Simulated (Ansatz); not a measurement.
# BAs: the cost of one run

The runs shown are made with Ansatz 0.2.0. PAW datasets, plane waves, zero pressure. Spin-unpolarised throughout; all numbers are computed.

**1. The cell**

The symmetry is F-43m (No. 216, cubic); a = 4.777 Å in the conventional setting, 13.63 Å³ an atom. Around B lie 4 As at 2.07 Å; around As lie 4 B at 2.07 Å.

As a file:

```cif
data_structure
_symmetry_space_group_name_H-M 'F-43m'
_symmetry_Int_Tables_number 216
_cell_length_a 4.7770
_cell_length_b 4.7770
_cell_length_c 4.7770
_cell_angle_alpha 90.000
_cell_angle_beta 90.000
_cell_angle_gamma 90.000
_cell_volume 109.01
loop_
_atom_site_label
_atom_site_type_symbol
_atom_site_symmetry_multiplicity
_atom_site_Wyckoff_symbol
_atom_site_fract_x
_atom_site_fract_y
_atom_site_fract_z
_atom_site_occupancy
B1 B 4 a 0.00000 0.00000 0.00000 1
As1 As 4 d 0.25000 0.25000 0.75000 1
```

**2. Relaxation with PBE**

Input file input.yaml:

```yaml
crystal:
  lattice:
    - [0.0, 2.3885, 2.3885]
    - [2.3885, 0.0, 2.3885]
    - [2.3885, 2.3885, 0.0]
  atoms:
    - { symbol: B, position: [0.0, 0.0, 0.0] }
    - { symbol: As, position: [0.25, 0.25, 0.25] }
kpoints:
  mp_grid: { grid: [8, 8, 8] }
hamiltonian:
  xc: pbe
scf:
  occupations: { method: fermi_dirac, width: 0.02 }
relax:
  f_tol: 0.005
  cell: {}
```

Started as:

```sh
$ ansatz run input.yaml --threads 1 --pin off --max-ram 2304MiB --backend cpu --events-out ev --progress --plain --runs-dir out
```

**Question.** How long does this run take on 1 thread of Intel Xeon Platinum 8259CL at 2.50GHz (Skylake/Cascade Lake), shared host, and how much memory does it need?

About 5.6 s, with a peak of 0.35 GiB.
